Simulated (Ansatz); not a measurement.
## Al(111) / 1 layer Rh(111) / Al(111): resistance against film thickness

How does the resistance across the layers grow with the film in Al(111) / 1 layer Rh(111) / Al(111)?

Calculated with Ansatz 0.2.0; Ansatz plane-wave DFT, PBE, PAW files; ballistic transport by layer matching (Landauer), zero bias.

## Step 1: The structure

The cell holds 9 atoms: 8 Al and 1 Rh. Its edges and angles: a = 2.862 Å, b = 2.862 Å, c = 20.635 Å, α = 90.0°, β = 90.0°, γ = 120.0°. It derives from Al and Rh. Regions: lead, 8 atoms (8 Al); films, 1 atom (1 Rh). The structure is stacked along c, and the current runs across the ab planes.

Structure file:

```cif
data_structure
_symmetry_space_group_name_H-M 'P 1'
_symmetry_Int_Tables_number 1
_cell_length_a 2.8623
_cell_length_b 2.8623
_cell_length_c 20.6349
_cell_angle_alpha 90.000
_cell_angle_beta 90.000
_cell_angle_gamma 120.000
_cell_volume 146.41
loop_
_atom_site_label
_atom_site_type_symbol
_atom_site_fract_x
_atom_site_fract_y
_atom_site_fract_z
_atom_site_occupancy
Al1 Al 0.00000 0.00000 0.05663 1
Al2 Al 0.33333 0.66667 0.16989 1
Al3 Al 0.66667 0.33333 0.28315 1
Al4 Al 0.00000 0.00000 0.39641 1
Rh5 Rh 0.33333 0.66667 0.50000 1
Al6 Al 0.66667 0.33333 0.60359 1
Al7 Al 0.00000 0.00000 0.71685 1
Al8 Al 0.33333 0.66667 0.83011 1
Al9 Al 0.66667 0.33333 0.94337 1
```

## Step 2: With 1 layer

The film is laid into the lead at the lead's in-plane lattice, and the cell closes on the lead's own image. The mesh across the current, 30×30, is finer than the density's, because channels open and close sharply across the zone. Energies from -1 to 1 eV in steps of 0.036 eV cover the slope of the Fermi function at 300 K, so the program can form a conductance.

The input, input.yaml:

```yaml
crystal:
  lattice:
    - [2.862347037, 0.0, 0.0]
    - [-1.4311735185, 2.4788652485, 0.0]
    - [0.0, 0.0, 20.634880835]
  atoms:
    - { symbol: Al, position: [0.0, 0.0, 0.0566297569] }
    - { symbol: Al, position: [0.3333333333, 0.6666666667, 0.1698892706] }
    - { symbol: Al, position: [0.6666666667, 0.3333333333, 0.2831487843] }
    - { symbol: Al, position: [0.0, 0.0, 0.396408298] }
    - { symbol: Rh, position: [0.3333333333, 0.6666666667, 0.5] }
    - { symbol: Al, position: [0.6666666667, 0.3333333333, 0.603591702] }
    - { symbol: Al, position: [0.0, 0.0, 0.7168512157] }
    - { symbol: Al, position: [0.3333333333, 0.6666666667, 0.8301107294] }
    - { symbol: Al, position: [0.6666666667, 0.3333333333, 0.9433702431] }
kpoints:
  mp_grid: { grid: [15, 15, 2] }
hamiltonian:
  xc: pbe
scf:
  occupations: { method: fermi_dirac, width: 0.1 }
output:
  transmission: { leads: [[0, 1]], kmesh: [30, 30], e_range: [-1.0, 1.0], de: 0.036 }
  write_potential: true
  write_density: true
  volumetric_format: npy
  elf: true
```

Run with:

```bash
$ ansatz run input.yaml --threads 4 --pin off --max-ram 8192MiB --backend cpu --events-out ev --progress --plain --runs-dir out
```

Numbers of over 12 decimals in the logs are rounded to 6 here.

Log:

```text
Engine: ansatz 0.2.0, aarch64-unknown-linux-gnu
Pseudopotentials: kind: paw
Pseudopotential: Al, paw, valence charge 3, recommended cutoff 420 eV (normal), Al.paw.azcp
Pseudopotential: Rh, paw, valence charge 17, recommended cutoff 420 eV (normal), Rh.paw.azcp
Functional definition: PBE
  parameter kappa = 0.804
  parameter beta = 0.066725
  exchange = pbe_x(kappa = kappa, mu = beta*pi^2/3)
  correlation = pbe_c(beta = beta)
Crystal: 9 atoms, lattice volume = 146.412 Å³
Basis set: ecut = 420 eV, 2853 PW (Γ)
Bands: 30, of which v1, the nominal top of the filled ones, is band 21 counted from 1 (20 counted from 0)
Symmetry: 12 space group operations
Space group: P-3m1 (ITA 164), of the structure as read, at distance tolerance 5.3e-5 Å
k-points: 54 of 450
Non-local potential: Al, projectors of the file, l = 0: 2, l = 1: 2, l = 2: 1
Non-local potential: Rh, projectors of the file, l = 0: 3, l = 1: 2, l = 2: 2, l = 3: 1
PAW form: soft (Blöchl's): semilocal exchange-correlation on the pseudo side does not see the compensation charge
PAW one-centre angular grid: Al, 110 points (default); XC on 64 Gauss nodes
PAW one-centre angular grid: Rh, 590 points (default); XC on 64 Gauss nodes
Initial density: superposition of atomic densities (neutral atoms: chi_scale 0, normalization atom), corrected by the library's trained network
Initial wavefunctions: pseudopotential atomic-orbital guess
Functional: x = pbe(κ = 0.804, μ = 0.219515), c = pbe(β = 0.066725)
SCF iter   1: F=—  HF=-10704.332463 eV  |F-HF|=—  |Δ(HF+E_count)|=         —  Δρ=7.54e-3  dr2=1.20e0  ethr=1.77e-3  ⟨swp⟩=7.0  Hψ=7959  notcnv=0  defer=3
preconditioner: auto → Kerker (q_TF=auto, 2.207 Å⁻¹)  [metal: Δε(μ)=0.018 eV  Ē_g=6.876 eV  σ=0.100 eV  W_gap=0.04  n_scr=14 (ndim 8)  ℏωp=17.6 eV  f_vac=0.000  D(μ)=3.80/eV (n_scr^D=14)]
SCF iter   2: F=—  HF=-10704.319285 eV  |F-HF|=—  |Δ(HF+E_count)|=   1.32e-2  Δρ=3.02e-3  dr2=3.64e-1  ethr=1.77e-3  ⟨swp⟩=1.0  Hψ=2052  notcnv=0  defer=3
SCF iter   3: F=—  HF=-10704.312454 eV  |F-HF|=—  |Δ(HF+E_count)|=   6.83e-3  Δρ=9.58e-4  dr2=3.85e-2  ethr=8.87e-4  ⟨swp⟩=1.0  Hψ=1560  notcnv=0  defer=5
SCF iter   4: F=—  HF=-10704.311648 eV  |F-HF|=—  |Δ(HF+E_count)|=   8.06e-4  Δρ=2.84e-4  dr2=4.90e-4  ethr=9.38e-5  ⟨swp⟩=1.0  Hψ=1560  notcnv=0  defer=5
SCF iter   5: F=—  HF=-10704.311628 eV  |F-HF|=—  |Δ(HF+E_count)|=   2.08e-5  Δρ=5.10e-5  dr2=5.03e-6  ethr=1.20e-6  ⟨swp⟩=1.0  Hψ=1561  notcnv=0  defer=5
SCF iter   6: F=—  HF=-10704.311628 eV  |F-HF|=—  |Δ(HF+E_count)|=   7.85e-7  Δρ=1.28e-5  dr2=3.53e-7  ethr=1.23e-8  ⟨swp⟩=1.8  Hψ=1986  notcnv=0  defer=6
SCF iter   7: F=-10704.311628 eV  HF=-10704.311628 eV  |F-HF|=1.52e-8  |Δ(HF+E_count)|=   3.35e-8  Δρ=2.71e-6  dr2=1.95e-8  ethr=2.44e-10  ⟨swp⟩=6.7  Hψ=4977  notcnv=0
SCF 1 converged in 7 iterations: F = -10704.311628 eV  dr2 = 1.95e-8
  greatest PAW one-centre occupation: 1.000 electrons in one spin orbital (limit 2), on the Rh atom at site 4 (counted from 0), in its partial waves of l = 0
transmission: 255 of 2548 steps passed
transmission: 515 of 2548 steps passed
[...]
transmission: 2548 of 2548 steps passed
SCF converged after 7 iterations
Free energy (F): -10704.311628 eV
Harris-Foulkes:  -10704.311628 eV  (|F-HF|=1.52e-8)
Internal energy: -10704.185758 eV  (E = F + TS)
E sigma→0 (E₀):  -10704.248693 eV
Entropy (-TS):   -0.125871 eV (-13.986 meV/atom)
Fermi energy:    9.180730 eV
--- Per-component energies (eV) ---
  E_band       = -186.412811
  E_kinetic    = 755.160330
  E_local      = -9678.930766  (includes V_loc(G=0)·N_el)
  E_nonlocal   = 437.021449
  E_hartree    = 4555.648845
  E_xc         = -539.412012
  E_vxc        = -509.756069  (∫ρ·V_xc dr)
  E_paw        = -7326.008008  (= ΣΔE_a)
  E_vpaw       = -301.192458  (= ΣTr[D̂ρ^β])
  E_aug_tail   = 0.000863  (compensation charges beyond the density's cutoff)
  E_ewald      = 1092.333542
  E_smearing   = -0.125871  (= −TS)
  E_closure    = -0.000000  (closes the sum)
  Σ components = -10704.311628   (vs F -10704.311628, Δ=0.00e0)
--- Band table (eV; the first three rows and the last of 54) ---
  k-point 0: bands = [... 17 lower, 7.9876, 8.3868, 8.3868, 10.5554, 11.6243, 14.6915, 15.7595, 18.9783, ... 5 higher]
  k-point 1: bands = [... 17 lower, 8.3868, 8.3868, 8.6519, 9.7281, 12.5768, 13.6435, 16.8568, 17.9341, ... 5 higher]
  k-point 2: bands = [... 17 lower, 8.0689, 8.3480, 8.3578, 10.7083, 11.7016, 14.7987, 15.8132, 17.8820, ... 5 higher]
  k-point 53: bands = [... 17 lower, 6.9743, 7.4956, 7.4956, 7.6357, 8.1515, 8.1515, 8.2167, 9.7983, ... 5 higher]
--- Transmission ---
  basis      : 61 plane waves across, 28 finite elements along
  points     : 91, standing for a mesh of 30 x 30
  filling    : by the input's occupations and mesh, since the crystals that have channels conduct as metals do. If one of these is a semiconductor, that mesh has misplaced its level
  energies   : 56 from -1.000000 to 0.980000 eV about the Fermi level, 0.036000 eV apart; the leads are filled to 0.000000 eV, and channels, transmission and decay are at 0.008000 eV
  crystal 0  : Al1, at the sites [0, 1], period 2.3371 Å, over 18.70 Å; its Hamiltonian steps by up to 9.1 meV
    offset         : up to 0.0000 Å between an atom of the period and one for which it stands
    filled         : 10.4 meV over the level at which it is neutral
    channels       : 1.354444e0 a spin
    conductance    : 1.4749e15 S/m² at 300 K; may be off by some 0.0 % by where its bands' edges are placed, 3.7 % from the k-mesh, 0.2 % from the distance to neutral
    slowest decay  : 0.0145 /Å at (0.3333, 0.3000)
  junction   : crystal 0 to crystal 0, 0.70 to 19.00 Å
    transmission   : 8.317122e-1 a spin
    conductance    : 9.1033e14 S/m² at 300 K (9.6109e14 on every other point, 9.0955e14 on every other energy)
    error estimate : 0.1 % from the energy spacing and 0.0 % from band edges of the leads and from resonances (wavevectors taken as independent; lower de), 4.5 % from the k-mesh, 2.2 % from the steps of its leads' Hamiltonians or their offsets (lay more layers), 0.3 % from the distance to neutral
    resistance     : 4.2048e-4 Ω µm² beyond half of each lead's own
```

The job ended after 71 s (4 threads of Arm Neoverse V1, shared host; peak memory 0.53 GiB; 4.3 min of CPU time).

Reading the cycles: dr2 is the Hartree energy of the density residual (eV), the measure of convergence; HF is the Harris–Foulkes estimate of the energy, which meets the free energy F at convergence.

Numbers from this step:

| Property | Result |
| --- | --- |
| free energy | -10704.3116 eV |
| energy at zero smearing | -10704.2487 eV |
| Fermi energy | 9.181 eV |
| cell area | 7.095 Å² |
| step of the lead's potential | 9.1 meV |
| ballistic conductance of the lead | 1.47e15 S/m² |
| estimated errors of the lead's conductance | 0, 3.7, 0.2 % (band edges, k-mesh, distance from neutral) |
| lead conductance per cell | 1.351 G₀ |
| conductance of the junction | 9.10e14 S/m² |
| junction conductance per cell | 0.8336 G₀ |
| estimated errors of the junction's conductance | 0.1, 0, 4.5, 2.2, 0.3 % (energy step, band edges, k-mesh, leads' steps, distance from neutral) |
| area resistance that the stack adds (contact term taken off, spin by spin) | 0.4205 fΩ m² |

Per spin. The transmission, zone mean by energy, zero at the Fermi level:

```csv
energy (eV),"transmission, zone mean"
-1.000,0.972
-0.892,1.00
-0.820,1.01
-0.712,0.983
-0.640,0.976
-0.532,0.930
-0.424,0.891
-0.352,0.887
-0.244,0.850
-0.136,0.795
-0.064,0.822
0.008,0.832
0.044,0.856
0.116,0.851
0.224,0.866
0.332,0.897
0.404,0.884
0.512,0.932
0.620,0.967
0.692,0.958
0.800,0.956
0.872,0.962
0.908,0.977
0.980,0.953
```

Per spin. The open channels, zone mean, lead by energy, zero at the Fermi level:

```csv
energy (eV),"open channels, zone mean, lead"
-1.000,1.24
-0.964,1.25
-0.892,1.27
-0.856,1.28
-0.784,1.25
-0.748,1.25
-0.676,1.28
-0.640,1.28
-0.568,1.28
-0.532,1.27
-0.460,1.27
-0.424,1.24
-0.352,1.24
-0.316,1.27
-0.244,1.30
-0.208,1.29
-0.136,1.27
-0.100,1.33
-0.028,1.34
0.008,1.35
0.080,1.37
0.116,1.39
0.188,1.43
0.224,1.44
0.296,1.44
0.332,1.46
0.404,1.43
0.440,1.47
0.512,1.47
0.548,1.48
0.620,1.49
0.656,1.51
0.728,1.49
0.764,1.48
0.836,1.51
0.872,1.51
0.944,1.55
0.980,1.57
```

Transmission over k1 and k2. At 0.0080 eV from the Fermi level.

Ten even steps from '_' (0.00) to '@' (1.62), each cell a mean:
```
%%%%==++==****++**++****==++==%%####++++++++++++++**++++++**
++==++****%%==++------**==##**++++**++++++++++--::--++++++++
::==++**++**==--------==--**++++****==::++++==______..==++++
==******++====++++++++++++++==++++##++**--****::________**++
****++====++++++++++++++++++++++++++::**++**++++--______++++
****++::--++++++++++++++++++++++++++++==::++****++++====**++
++**++::--++++++++++++++++++++++++++++++==::==++**==++++++++
..****==--++++++++++============++++++++++++--++**++::++++++
====**==--++++++++++====--------====++++++++++----##====++++
##==++##++==++++++++====--::::::----==++++++++++==##**++++%%
@@%%++**++==++++++++====--::::::::----==++++++++++++++**++@@
%%%%==++****==++++++++====----::::::--====++++++++==++##++==
++****++==%%--==++++++++====----------====++++++++++==++**==
::++++++::**++++==++++++++++==============++++++++++--++****
==++++++++--**++----++++++++++++++======++++++++++++--::++**
**++**++++****++++==::==++++++++++++++++++++++++++++--::++**
**++++......==++**++++++--++++++++++++++++++++++++++--++++++
++++++________--****==**==**++++++++++++++++++++++==++++****
..++++--________++++==--==##**++++++==========--++++++##**==
==++++++==......++++++++==++++****%%--**--::--++--%%****++++
##**++++++**++++**++++++++****##++++++****++++++****==++==**
@@%%**==::--********--::==**@@@@##**==::--****++**--..==++@@
```
Columns: k1 (b1) from -0.5 to 0.467; rows upwards: k2 (b2) from -0.5 to 0.467.

Open channels over k1 and k2. At 0.0080 eV from the Fermi level.

Values, 12 rows by 16 columns, each cell a mean:
```
1.91 1.61 1.95 1.63 1.00 1.32 1.79 1.81 1.79 1.89 2.00 2.00 1.60 1.76 2.00 2.00
1.48 1.99 1.87 1.12 1.00 1.00 1.01 1.41 1.79 1.89 1.65 1.92 1.07 0.21 1.31 2.00
1.40 1.24 1.00 1.00 1.00 1.00 1.00 1.00 1.00 1.00 1.35 1.40 1.36 0.93 0.88 1.79
1.40 1.03 1.00 1.00 1.00 1.00 1.00 1.00 1.00 1.00 1.00 1.00 1.20 1.79 2.00 2.00
1.69 1.67 1.03 1.00 1.00 1.00 1.00 1.00 1.00 1.00 1.00 1.00 1.08 1.75 1.73 2.00
1.91 1.77 1.56 1.00 1.00 1.00 1.00 1.00 1.00 1.00 1.00 1.00 1.00 1.45 1.87 1.81
2.00 1.84 1.95 1.20 1.00 1.00 1.00 1.00 1.00 1.00 1.00 1.00 1.00 1.05 1.65 1.79
1.57 2.00 1.65 1.55 1.00 1.00 1.00 1.00 1.00 1.00 1.00 1.00 1.00 1.00 1.04 1.81
1.59 1.91 1.80 1.69 1.00 1.00 1.00 1.00 1.00 1.00 1.00 1.00 1.00 1.00 1.00 1.00
1.59 1.43 0.25 0.63 1.69 1.59 1.56 1.40 1.00 1.00 1.00 1.00 1.00 1.05 1.43 1.80
1.79 2.00 1.39 0.69 1.79 1.95 1.81 1.81 1.89 1.47 1.13 1.00 1.04 1.73 1.99 1.69
2.00 2.00 1.65 1.71 1.57 1.73 1.84 2.00 1.89 1.79 1.59 1.29 1.20 1.73 1.61 1.91
```
Columns: k1 (b1) from -0.5 to 0.467; rows upwards: k2 (b2) from -0.5 to 0.467.

Electrostatic potential energy in the ca plane at fractional y = 0.667, with atoms of Al and Rh within 0.2 Å of it. With pseudopotentials it is smooth inside the atoms' cores, unlike the true potential.

Ten even steps from '0' (-49 eV) to '9' (11 eV), each cell a mean:
```
78999999999877899987789999999977789987789999
78999999999877899977789999999977789987789999
88999878899988899988899976799988899988899998
99998676799999999999999620169999999999999976
99997787689999999999998300028999999999999867
99997788689999999999998300028999999999999867
99997676789999999999999610159999999999999976
88999877899988899988899975689988899998899987
```
Columns run along c (16.0 Å, from fractional 0.06 to 0.84 of the cell; values clipped at the 3rd and 97th percentile), rows up along a (2.9 Å). Atoms in or near the plane, at fractional coordinates: Al at (0.17, 0.33), Rh at (0.50, 0.33), Al at (0.83, 0.33).

Valence density in the ca plane at fractional y = 0.667, with atoms of Al and Rh within 0.2 Å of it. It is the smooth field of the valence electrons, not physical close to the nuclei.

Ten steps, logarithmic in the rise over the least value, from '0' (0 e/Å³) to '9' (13 e/Å³), each cell a mean:
```
11111111111111111111111122211111111111111111
11111111111111111111111122211111111111111111
11111111111111111111111244422111111111111111
11111100111111110111112478752111110111111111
11111000111111100011113689963111100011111110
11111000111111100011113699963211100001111110
11111100111111100111112578752111110011111110
11111111111111111111111345432111111111111111
```
Columns run along c (16.0 Å, from fractional 0.06 to 0.84 of the cell), rows up along a (2.9 Å). Atoms in or near the plane, at fractional coordinates: Al at (0.17, 0.33), Rh at (0.50, 0.33), Al at (0.83, 0.33).

ELF in the ca plane at fractional y = 0.667, with atoms of Al and Rh within 0.2 Å of it. It is the smooth field of the valence electrons, not physical close to the nuclei.

Values, 5 rows by 16 columns, each cell a mean:
```
0.51 0.49 0.60 0.48 0.51 0.62 0.59 0.44 0.32 0.25 0.40 0.46 0.63 0.56 0.50 0.52
0.57 0.53 0.55 0.53 0.58 0.55 0.55 0.52 0.31 0.31 0.39 0.54 0.54 0.57 0.56 0.54
0.59 0.50 0.11 0.56 0.60 0.36 0.41 0.53 0.43 0.69 0.36 0.56 0.32 0.47 0.61 0.36
0.58 0.47 0.10 0.54 0.58 0.32 0.37 0.51 0.45 0.73 0.35 0.54 0.27 0.44 0.61 0.33
0.60 0.54 0.41 0.55 0.61 0.49 0.51 0.55 0.34 0.44 0.38 0.57 0.46 0.55 0.59 0.51
```
Columns run along c (16.0 Å, from fractional 0.06 to 0.84 of the cell), rows up along a (2.9 Å). Atoms in or near the plane, at fractional coordinates: Al at (0.17, 0.33), Rh at (0.50, 0.33), Al at (0.83, 0.33).

The lead's potential steps by 9.1 meV from period to period, small in itself. The program estimates the junction's conductance to 4.5 % from the k-mesh, 0.3 % from the leads' distance from neutral and 2.2 % from their steps.

By hand: 1/G − 1/G_lead = 1/0.9103 − 1/1.475 = 0.420 fΩ m² with G in 10¹⁵ S/m².

## Step 3: With 3 layers, k-mesh 15×15×1, film layers 3

The stack now holds 3 film layers; the k-mesh follows the cell, and the energies span -0.27 to 0.27 eV.

System of this step: Al(111) / 3 layers Rh(111) / Al(111). The cell holds 11 atoms: 8 Al and 3 Rh. Cell: a = 2.862 Å, b = 2.862 Å, c = 24.567 Å, α = 86.7°, β = 93.3°, γ = 120.0°. It derives from Al and Rh. Regions: lead, 8 atoms (8 Al); films, 3 atoms (3 Rh). The structure is stacked along c, and the current runs across the ab planes.

The input, input.yaml:

```yaml
crystal:
  lattice:
    - [2.862347037, 0.0, 0.0]
    - [-1.4311735185, 2.4788652485, 0.0]
    - [-1.4311735185, 0.8262884162, 24.5110973982]
  atoms:
    - { symbol: Al, position: [0.015891418, 0.984108582, 0.0476742541] }
    - { symbol: Al, position: [0.3810075874, 0.6189924126, 0.1430227622] }
    - { symbol: Al, position: [0.7461237568, 0.2538762432, 0.2383712703] }
    - { symbol: Al, position: [0.1112399261, 0.8887600739, 0.3337197784] }
    - { symbol: Rh, position: [0.4736431183, 0.5263568817, 0.420929355] }
    - { symbol: Rh, position: [0.8333333333, 0.1666666667, 0.5] }
    - { symbol: Rh, position: [0.1930235483, 0.8069764517, 0.579070645] }
    - { symbol: Al, position: [0.5554267405, 0.4445732595, 0.6662802216] }
    - { symbol: Al, position: [0.9205429099, 0.0794570901, 0.7616287297] }
    - { symbol: Al, position: [0.2856590793, 0.7143409207, 0.8569772378] }
    - { symbol: Al, position: [0.6507752486, 0.3492247514, 0.9523257459] }
kpoints:
  mp_grid: { grid: [15, 15, 1] }
hamiltonian:
  xc: pbe
scf:
  occupations: { method: fermi_dirac, width: 0.1 }
output:
  transmission:
    leads: [[0, 1]]
    kmesh: [30, 30]
    e_range: [-0.27, 0.27]
    de: 0.036
  write_potential: true
  write_density: true
  volumetric_format: npy
```

Log:

```text
[...]
--- Transmission ---
  basis      : 61 plane waves across, 35 finite elements along
  points     : 241, standing for a mesh of 30 x 30
[...]
filled         : 20.3 meV over the level at which it is neutral
    channels       : 1.354444e0 a spin
[...]
slowest decay  : 0.0619 /Å at (0.4000, 0.3000)
  junction   : crystal 0 to crystal 0, 0.70 to 22.87 Å
    transmission   : 6.013267e-1 a spin
[...]
resistance     : 8.3822e-4 Ω µm² beyond half of each lead's own
[key lines of the parts left out:]
SCF converged after 8 iterations
Free energy (F): -23509.341114 eV
Fermi energy:    11.293442 eV
```

Elapsed: 1.7 min, on 4 threads; peak memory 0.74 GiB; 6.3 min of CPU time.

This step gave:

- free energy: -23509.3411 eV
- energy at zero smearing: -23509.2205 eV
- Fermi energy: 11.29 eV
- step of the lead's potential: 8.6 meV
- ballistic conductance of the lead: 1.48e15 S/m²
- estimated errors of the lead's conductance: 0, 3.8, 0.4 % (band edges, k-mesh, distance from neutral)
- lead conductance per cell: 1.353 G₀
- conductance of the junction: 6.60e14 S/m²
- junction conductance per cell: 0.6044 G₀
- estimated errors of the junction's conductance: 0.2, 0, 5, 6.3, 0.8 % (energy step, band edges, k-mesh, leads' steps, distance from neutral)
- area resistance that the stack adds (contact term taken off, spin by spin): 0.8382 fΩ m²

Per spin. The transmission, zone mean by energy, zero at the Fermi level:

```csv
energy (eV),"transmission, zone mean"
-0.270,0.590
-0.234,0.572
-0.198,0.565
-0.162,0.586
-0.126,0.584
-0.090,0.588
-0.054,0.604
-0.018,0.590
0.018,0.601
0.054,0.626
0.090,0.657
0.126,0.669
0.162,0.706
0.198,0.738
0.234,0.751
0.270,0.725
```

The conductance of the junction is 6.6e14 S/m², 27 % under the 9.1e14 S/m² of the last finished run.

[end of part 1 of 2]

[Logs are printed without paths, hosts, clocks, repeated set-up lines and the standing remarks that a program may print on its own settings, such as how far it seeks lower states.]

[Hosts, paths, dates, database ids (printed as entryN), source tags and the programs' standing remarks are cut or masked in the printed files.]
